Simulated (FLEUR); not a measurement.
Input of a FLEUR MaX-R8.1 (later development tree) run:

inp.xml

```xml
<?xml version="1.0" encoding="UTF-8" standalone="no"?>
<fleurInput fleurInputVersion="0.39">
   <comment>
      Na                                                                                                  
   </comment>
   <calculationSetup>
      <cutoffs Kmax="4.1" Gmax="12.7" GmaxXC="12.7" numbands="0"/>
      <scfLoop itmax="90" minDistance="0.0001" maxIterBroyd="40" imix="Anderson" alpha="0.05" precondParam="0.8" spinf="2.0" sdNocoIR="T"/>
      <coreElectrons ctail="T" frcor="F" kcrel="0" coretail_lmax="0"/>
      <xcFunctional name="pbe" relativisticCorrections="F"/>
      <magnetism jspins="1"/>
      <soc l_soc="F" theta="0.0" phi="0.0" spav="F"/>
      <expertModes spex="0" secvar="F"/>
      <geometryOptimization l_f="T" forcealpha="1.0" forcemix="BFGS" epsdisp="0.0005" epsforce="0.0002"/>
      <ldaU l_linMix="F" mixParam="0.05" spinf="1.0"/>
   </calculationSetup>
   <cell>
      <bzIntegration valenceElectrons="27.0" mode="hist" fermiSmearingEnergy="0.00183747">
         <kPointListSelection listName="default-1"/>
         <!-- k-points included here -->
         <xi:include xmlns:xi="http://www.w3.org/2001/XInclude" href="kpts.xml"> </xi:include>
      </bzIntegration>
      <!-- symmetry operations included here -->
      <xi:include xmlns:xi="http://www.w3.org/2001/XInclude" href="sym.xml"> </xi:include>
      <filmLattice scale="1.0" dVac="17.75" dTilda="20.25">
         <bravaisMatrixFilm>
            <row-1>    7.1186001965589814     0.0000000000000000</row-1>
            <row-2>   -3.5593000982794907     6.1648886095994522</row-2>
         </bravaisMatrixFilm>
         <vacuumEnergyParameters vacuum="1" spinUp="-.25" spinDown="-.25"/>
      </filmLattice>
   </cell>
   <atomSpecies>
      <species name="Sodium (Na)" element="Na" atomicNumber="11">
         <mtSphere radius="2.66" gridPoints="879" logIncrement="0.013"/>
         <atomicCutoffs lmax="11" lnonsphr="8"/>
         <electronConfig flipSpins="F">
            <coreConfig>(1s1/2)</coreConfig>
            <valenceConfig>(2s1/2) (2p1/2) (2p3/2) (3s1/2)</valenceConfig>
            <stateOccupation state="(3s1/2)" spinUp="0.500000" spinDown="0.500000"/>
         </electronConfig>
         <energyParameters s="3" p="2" d="3" f="4"/>
         <lo type="SCLO" l="0" n="2" eDeriv="0"/>
         <lo type="HELO" l="1" n="3" eDeriv="0"/>
         <lo type="HELO" l="1" n="3" eDeriv="1"/>
         <lo type="SCLO" l="2" n="3" eDeriv="2"/>
         <lo type="SCLO" l="3" n="4" eDeriv="2"/>
      </species>
   </atomSpecies>
   <atomGroups>
      <atomGroup species="Sodium (Na)">
         <filmPos label="                   1">1.000/3.000 -1.000/3.000 -5.8146872655</filmPos>
         <filmPos label="                   3">1.000/3.000 -1.000/3.000 5.8146873055</filmPos>
         <force calculate="T" relaxXYZ="TTT"/>
      </atomGroup>
      <atomGroup species="Sodium (Na)">
         <filmPos label="                   2">-1.000/3.000 1.000/3.000 .0000000200</filmPos>
         <force calculate="T" relaxXYZ="TTT"/>
      </atomGroup>
   </atomGroups>
   <output dos="F" band="F" slice="F">
      <checks vchk="F" cdinf="F"/>
      <bandDOS minEnergy="-.5*Htr" maxEnergy="0.5*Htr" sigma="0.015" storeEVData="T"/>
      <vacuumDOS vacdos="F" integ="F" star="F" nstars="0" locx1="0.0" locy1="0.0" locx2="0.0" locy2="0.0" nstm="0" tworkf="0.0"/>
      <unfoldingBand unfoldBand="F" supercellX="1" supercellY="1" supercellZ="1"/>
      <plotting iplot="0" polar="F">
         <plot TwoD="T" vec1="  1.0  0.0  0.0" vec2="  0.0  1.0  0.0" vec3="  0.0  0.0  1.0" zero="  0.0  0.0 -0.5" file="plot"/>
      </plotting>
      <chargeDensitySlicing numkpt="0" minEigenval="0.0" maxEigenval="0.0" nnne="0" pallst="F"/>
      <specialOutput eonly="F"/>
      <moessbauerParams electricFieldGradient="T" isomerShift="T" coreHyperfine="T" valenceHyperfine="T"/>
      <magneticCircularDichroism mcd="F" energyLo="-10.0" energyUp="0.0"/>
   </output>
  <!-- We include the file relax.xml here to enable relaxations (see documentation) -->
  <xi:include xmlns:xi="http://www.w3.org/2001/XInclude" href="relax.xml"> <xi:fallback/> </xi:include>
</fleurInput>
```

File crystal.txt:

```
Na
&input film=T /
3.7670009976  0.0000000000  0.0000000000
-1.8835004988  3.2623185600  0.0000000000
0.0000000000  0.0000000000  21.1540000000
1.8897261246
1.0 1.0 1.0

3
11 0.3333333333  0.6666666666  -5.8146872655
11 0.6666666667  0.3333333334  0.0000000200
11 0.3333333333  0.6666666666  5.8146873055

&kpt div1=8 div2=8 div3=1 gamma=T /
```

Potentials or basis: all-electron, FLAPW.

Run with:

```bash
$ inpgen -f crystal.txt -profile fastHighL
$ # inp.xml edited to the form shown
$ mpirun -n 4 fleur_MPI
```

Problem. Estimate the band gap on the k mesh.

Solution. None (metal or under the smearing width).

Problem. Estimate the work function of the upper face.

Solution. 2.86 eV.

Problem. Estimate the largest force.

Solution. 0.046 eV/Å.

Problem. What does it give for the work function of the lower face?

Solution. 2.86 eV.

Core levels (eV from the Fermi level):
| atom | levels |
| --- | --- |
| 1 Na | 1s1/2 -1030.0 |
| 2 Na | 1s1/2 -1029.8 |
| 3 Na | 1s1/2 -1030.0 |
